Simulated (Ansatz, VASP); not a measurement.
# CoO in VASP and in Ansatz

```
Co O
1.0
     0.00000    2.13150    2.13150
     2.13150    0.00000    2.13150
     2.13150    2.13150    0.00000
Co O
1 1
Direct
  0.00000 0.00000 0.00000
  0.50000 0.50000 0.50000
```

Alike in both runs: task single point; functional PBE; k mesh 11 × 11 × 11; occupations fermi-dirac, width 0.05 eV; no spin polarisation.

|  | VASP | Ansatz |
| --- | --- | --- |
| version | VASP 6.6.1 | Ansatz 0.2.0 |
| potentials or method | VASP PAW PBE potentials, release 64 (Co, O) | Ansatz PAW |
| plane-wave cutoff (eV) | 520 | 420 |
| valence electrons in the cell | 15 | 23 |

```tsv
	VASP	Ansatz	Ansatz less VASP
gap on the k mesh at the Fermi level (eV)	none	none	-
pressure (GPa)	-19.6	-19.5	+0.15
```

A gap of «none» marks a metal or a gap that the smearing closes. The two sets of potentials don't hold the same shells in valence.

Caveats: an odd number of electrons without spin polarisation forces a metal; a magnetic or distorted state may lie lower; the run has no spin polarisation, though such a crystal can be magnetic; semilocal functionals often make such compounds metallic where correlation or magnetic order opens a gap, which also shifts bond lengths; so large a pressure means that the cell lies far from this level's equilibrium, or that cutoff or potentials fall short (VASP); the pressure holds a Pulay correction of +0.7 GPa for the finite cutoff (Ansatz). Spin polarisation is off, so any magnetic state and its effect on volume and gap are missing.
